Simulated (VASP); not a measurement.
# Zn4H (Pm-3m) in VASP: further runs

Aim: see how the results for Zn4H move with the level of theory and the settings. Levels: PBE, RPBE, vdW-DF-cx. Tasks: relaxation of cell and atoms.

All numbers are computed with VASP 6.6.1; they aren't measurements. Logs are shortened: lines on timing, memory, paths and dates and some standing lists are left out, and cuts for length are marked.

## 1. The crystal as given

It takes space group Pm-3m (No. 221, cubic). Conventional cell: a = 3.897 Å, b = 3.897 Å, c = 3.897 Å, α = 90.00°, β = 90.00°, γ = 90.00°. Around Zn (site symmetry 4/mmm) lie 2 H at 1.95 Å. Around Zn (site symmetry m-3m) lie 12 Zn at 2.76 Å. H (site symmetry m-3m) has 6 Zn at 1.95 Å as nearest neighbours.

The cell was built by a generator and needn't be a form met in nature.

## 2. Relaxation of cell and atoms, PBE

INCAR reads:

```
PREC = Accurate
ENCUT = 600
EDIFF = 1E-6
ISMEAR = 0
SIGMA = 0.05
LREAL = False
LASPH = True
NELM = 80
ALGO = Normal
ISIF = 3
LWAVE = False
LCHARG = False
GGA = PE
IBRION = 2
NSW = 60
EDIFFG = -0.02
```

KPOINTS reads:

```
regular mesh
0
Gamma
  7 7 7
```

POSCAR reads:

```
Zn4H
1.0
    3.8972268400      0.0000000000      0.0000000000
    0.0000000000      3.8972268400      0.0000000000
    0.0000000000      0.0000000000      3.8972268400
Zn H
4 1
Direct
    0.0000000000      0.5000000000      0.5000000000
    0.5000000000      0.5000000000      0.0000000000
    0.5000000000      0.0000000000      0.5000000000
    0.0000000000      0.0000000000      0.0000000000
    0.5000000000      0.5000000000      0.5000000000
```

Potentials or basis: VASP PAW PBE potentials, release 64 (Zn, H).

The run is started by

```
> cat potpaw_PBE.64/Zn/POTCAR potpaw_PBE.64/H/POTCAR > POTCAR
> mpirun -np 1 vasp_std > vasp.out
```

OUTCAR:

```text
PREC = Accurate
   ENCUT = 600
   EDIFF = 1E-6
   ISMEAR = 0
   LREAL = False
   LASPH = True
   NELM = 80
   ISIF = 3
   GGA = PE
   IBRION = 2
   NSW = 60
   EDIFFG = -0.02

 ion  position               nearest neighbor table
   1  0.000  0.500  0.500-   5 1.95   5 1.95   4 2.76   2 2.76   2 2.76   4 2.76   3 2.76   4 2.76
                             4 2.76   2 2.76   3 2.76   3 2.76   2 2.76   3 2.76
   2  0.500  0.500  0.000-   5 1.95   5 1.95   4 2.76   1 2.76   1 2.76   3 2.76   3 2.76   3 2.76
                             4 2.76   3 2.76   1 2.76   4 2.76   1 2.76   4 2.76
   3  0.500  0.000  0.500-   5 1.95   5 1.95   4 2.76   1 2.76   2 2.76   4 2.76   1 2.76   2 2.76
                             2 2.76   2 2.76   1 2.76   4 2.76   4 2.76   1 2.76
   4  0.000  0.000  0.000-   1 2.76   2 2.76   3 2.76   1 2.76   3 2.76   1 2.76   2 2.76   1 2.76
                             2 2.76   3 2.76   3 2.76   2 2.76
   5  0.500  0.500  0.500-   1 1.95   2 1.95   3 1.95   2 1.95   3 1.95   1 1.95

  LATTYP: Found a simple cubic cell.
 ALAT       =     3.8972268400

  Lattice vectors:

 A1 = (   3.8972268400,   0.0000000000,   0.0000000000)
 A2 = (   0.0000000000,   3.8972268400,   0.0000000000)
 A3 = (   0.0000000000,   0.0000000000,   3.8972268400)

Analysis of symmetry for initial positions (statically):
=====================================================================
 Subroutine PRICEL returns:
 Original cell was already a primitive cell.

 Routine SETGRP: Setting up the symmetry group for a
 simple cubic supercell.

 Subroutine GETGRP returns: Found 48 space group operations
 (whereof 48 operations were pure point group operations)
 out of a pool of 48 trial point group operations.

The static configuration has the point symmetry O_h .

Analysis of symmetry for dynamics (positions and initial velocities):
=====================================================================
 Subroutine PRICEL returns:
 Original cell was already a primitive cell.

 Routine SETGRP: Setting up the symmetry group for a
 simple cubic supercell.

 Subroutine GETGRP returns: Found 48 space group operations
 (whereof 48 operations were pure point group operations)
 out of a pool of 48 trial point group operations.

The dynamic configuration has the point symmetry O_h .

 Subroutine INISYM returns: Found 48 space group operations
 (whereof 48 operations are pure point group operations),
 and found     1 'primitive' translations

----------------------------------------------------------------------------------------

                                     Primitive cell

  volume of cell :      59.1926

  direct lattice vectors                    reciprocal lattice vectors
     3.897226840  0.000000000  0.000000000     0.256592711  0.000000000  0.000000000
     0.000000000  3.897226840  0.000000000     0.000000000  0.256592711  0.000000000
     0.000000000  0.000000000  3.897226840     0.000000000  0.000000000  0.256592711

  length of vectors
     3.897226840  3.897226840  3.897226840     0.256592711  0.256592711  0.256592711

  position of ions in fractional coordinates (direct lattice)
     0.000000000  0.500000000  0.500000000
     0.500000000  0.500000000  0.000000000
     0.500000000  0.000000000  0.500000000
     0.000000000  0.000000000  0.000000000
     0.500000000  0.500000000  0.500000000

  ion indices of the primitive-cell ions
   primitive index   ion index
                 1           1
                 2           2
                 3           3
                 4           4
                 5           5

----------------------------------------------------------------------------------------

 KPOINTS: regular mesh

Automatic generation of k-mesh.
 Grid dimensions read from file:
 generate k-points for:    7    7    7

 Generating k-lattice:

  Cartesian coordinates                     Fractional coordinates (reciprocal lattice)
     0.036656102  0.000000000  0.000000000     0.142857143  0.000000000  0.000000000
     0.000000000  0.036656102  0.000000000     0.000000000  0.142857143  0.000000000
     0.000000000  0.000000000  0.036656102     0.000000000  0.000000000  0.142857143

  Length of vectors
     0.036656102  0.036656102  0.036656102

  Shift w.r.t. Gamma in fractional coordinates (k-lattice)
     0.000000000  0.000000000  0.000000000

 Subroutine IBZKPT returns following result:
 ===========================================

 Found     20 irreducible k-points:

 Following reciprocal coordinates:
            Coordinates               Weight
  0.000000  0.000000  0.000000      1.000000
  0.142857  0.000000  0.000000      6.000000
  0.285714  0.000000  0.000000      6.000000
  0.428571  0.000000  0.000000      6.000000
  0.142857  0.142857  0.000000     12.000000
  0.285714  0.142857  0.000000     24.000000
[... 12 lines left out ...]
  0.428571  0.428571  0.285714     24.000000
  0.428571  0.428571  0.428571      8.000000
   k-points           NKPTS =     20   k-points in BZ     NKDIM =     20   number of bands    NBANDS=     29
   number of dos      NEDOS =    301   number of ions     NIONS =      5
   total plane-waves  NPLWV =  32768
   dimension x,y,z NGX =    32 NGY =   32 NGZ =   32
   dimension x,y,z NGXF=    64 NGYF=   64 NGZF=   64
   ions per type =               4   1
   NGX,Y,Z   is equivalent  to a cutoff of  13.65, 13.65, 13.65 a.u.
   NGXF,Y,Z  is equivalent  to a cutoff of  27.30, 27.30, 27.30 a.u.
 SYSTEM =  unknown system
   PREC   = accura    normal or accurate (medium, high low for compatibility)
   ISTART =      0    job   : 0-new  1-cont  2-samecut
   ICHARG =      2    charge: 1-file 2-atom 10-const
   ISPIN  =      1    spin polarized calculation?
   LNONCOLLINEAR =      F non collinear calculations
   LSORBIT =      F    spin-orbit coupling
   LASPH  =      T    aspherical Exc in radial PAW
   ENCUT  =  600.0 eV  44.10 Ry    6.64 a.u.   7.78  7.78  7.78*2*pi/ulx,y,z
   NELM   =     80;   NELMIN=  2; NELMDL= -5     # of ELM steps
   EDIFF  = 0.1E-05   stopping-criterion for ELM
   LREAL  =      F    real-space projection
   EDIFFG = -.2E-01   stopping-criterion for IOM
   NSW    =     60    number of steps for IOM
   IBRION =      2    ionic relax: 0-MD 1-quasi-New 2-CG
   NFREE  =      1    steps in history (QN), initial steepest desc. (CG)
   ISIF   =      3    stress and relaxation
   ISYM   =      2    0-nonsym 1-usesym 2-fastsym
   POTIM  = 0.5000    time-step for ionic-motion
   TEBEG  =    0.0;   TEEND  =   0.0 temperature during run
   PSTRESS=    0.0 pullay stress
   NELECT =      49.0000    total number of electrons
   NUPDOWN=      -1.0000    fix difference up-down
   EMIN   =  10.00;   EMAX   =-10.00  energy-range for DOS
   EFERMI =   0.00;   METHOD = LEGACY
   ISMEAR =     0;   SIGMA  =   0.05  broadening in eV -4-tet -1-fermi 0-gaus
   EFERMI_NEDOS =   21; number of points for ismear=-14 and -15
   IALGO  =     38    algorithm
   IMIX   =      4    mixing-type and parameters
     AMIX     =   0.40;   BMIX     =  1.00
     AMIX_MAG =   1.60;   BMIX_MAG =  1.00
  volume/ion in A,a.u.               =      11.84        79.89
  Fermi-wavevector in a.u.,A,eV,Ry     =   1.537156  2.904803 32.148491  2.362847
  Thomas-Fermi vector in A             =   2.643704
   LORBIT       =      0    0 simple, 1 ext, 2 COOP (PROOUT), +10 PAW based schemes
   GGA     = PE    functional components
   LHFCALC =     F    Hartree Fock is set to
   AEXX    =    0.0000 exact exchange contribution
   IVDW    =     0    specifies the selected vdW correction
   LEPSILON=     F    determine dielectric tensor
   LRPA    =     F    only Hartree local field effects (RPA)
 conjugate gradient relaxation of ions
 non-spin polarized calculation
 Gauss-broadening in eV      SIGMA  =   0.05
  energy-cutoff  :      600.00
  volume of cell :       59.19
 maximum number of plane-waves:      1991
 NGX is ok and might be reduce to    32
   NGX = 15   NGY = 15   NGZ = 15

--------------------------------------- Ionic step        1  -------------------------------------------

 number of electron      48.9999967 magnetization

 Free energy of the ion-electron system (eV)
  ---------------------------------------------------
  ext. energy  EPLUGINS =         0.00000000
  ---------------------------------------------------
  free energy    TOTEN  =        -6.17472294 eV

  energy without entropy =       -6.17243504  energy(sigma->0) =       -6.17357899

------------------------ aborting loop because EDIFF is reached ----------------------------------------

  FORCE on cell =-STRESS in cart. coord.  units (eV):
  Direction    XX          YY          ZZ          XY          YZ          ZX
  --------------------------------------------------------------------------------------
  -------------------------------------------------------------------------------------
  Total        3.6469923      3.6469923      3.6469923      0.0000000      0.0000000     -0.0000000
  in kB       98.7139144     98.7139144     98.7139144      0.0000000      0.0000000     -0.0000000
  external PRESSURE =      98.7139144 kB  Pullay stress =       0.0000000 kB
[... 102 lines left out ...]
  energy  without entropy=       -6.3728492869  energy(sigma->0) =       -6.37353745

--------------------------------------- Ionic step        4  -------------------------------------------

 number of electron      49.0000049 magnetization

 Free energy of the ion-electron system (eV)
  ---------------------------------------------------
  ext. energy  EPLUGINS =         0.00000000
  ---------------------------------------------------
  free energy    TOTEN  =        -6.37462014 eV

  energy without entropy =       -6.37306230  energy(sigma->0) =       -6.37384122

 E-fermi :   2.9010     XC(G=0): -11.2927

 val. band max:        2.8186250823   @ k =   0.2857   0.2857   0.1429
 cond. band min:       2.9188726835   @ k =   0.1429   0.1429   0.0000
 fundamental gap:      0.1002476011
 Fermi energy:         2.9009999811

 k-point     1 :       0.0000    0.0000    0.0000
  band No.  band energies     occupation
      1      -8.1486      2.00000
      2      -5.7369      2.00000
      3      -5.2203      2.00000
      4      -5.2203      2.00000
      5      -5.2091      2.00000
      6      -5.2091      2.00000
[... 661 lines left out ...]
  FREE ENERGIE OF THE ION-ELECTRON SYSTEM (eV)
  ---------------------------------------------------
  free  energy   TOTEN  =        -6.3746201378 eV

  energy  without entropy=       -6.3730622997  energy(sigma->0) =       -6.37384122

 reached required accuracy - stopping structural energy minimisation
```

It took 50 s on 1 thread of Intel Xeon 6975P-C (Granite Rapids), shared host; peak memory 0.19 GiB.

Results:

| Quantity | Value |
| --- | --- |
| Free energy | -6.3746 eV |
| Relaxed volume | 13.34 Å³/atom |
| Relaxed cell | a = 4.055 Å, b = 4.055 Å, c = 4.055 Å, α = 90.00°, β = 90.00°, γ = 90.00° |
| Space group after relaxing (to 0.05 Å) | Pm-3m (No. 221) |
| Energy gained by relaxing | 40.0 meV/atom |
| Ionic steps | 4 |
| Pressure after relaxing | 0.0 GPa |
| Band gap on the k mesh | none (metal or under the smearing width) |

Step by step:
| step | energy change (eV) | largest force (eV/Å) | pressure (GPa) | volume (Å³) |
| --- | --- | --- | --- | --- |
| 1 | 0.0000 | 0.0000 | 9.87 | 59.19 |
| 2 | -0.1967 | 0.0000 | 1.01 | 65.66 |
| 3 | -0.1995 | 0.0000 | -0.35 | 67.06 |
| 4 | -0.1999 | 0.0000 | 0.02 | 66.70 |

Final structure:
```cif
data_structure
_symmetry_space_group_name_H-M 'P 1'
_symmetry_Int_Tables_number 1
_cell_length_a 4.0554
_cell_length_b 4.0554
_cell_length_c 4.0554
_cell_angle_alpha 90.000
_cell_angle_beta 90.000
_cell_angle_gamma 90.000
_cell_volume 66.70
loop_
_atom_site_label
_atom_site_type_symbol
_atom_site_fract_x
_atom_site_fract_y
_atom_site_fract_z
_atom_site_occupancy
Zn1 Zn 0.00000 0.50000 0.50000 1
Zn2 Zn 0.50000 0.50000 0.00000 1
Zn3 Zn 0.50000 0.00000 0.50000 1
Zn4 Zn 0.00000 0.00000 0.00000 1
H1 H 0.50000 0.50000 0.50000 1
```

Levels at points of the mesh, in eV from the Fermi level:
```csv
k point,band 21,band 22,band 23,band 24,band 25,band 26,band 27,band 28
"(0.00, 0.00, 0.00)",-6.93,-1.61,-1.25,-1.25,-1.25,1.09,1.09,6.68
```

(Part 1 of 2 ends here.)
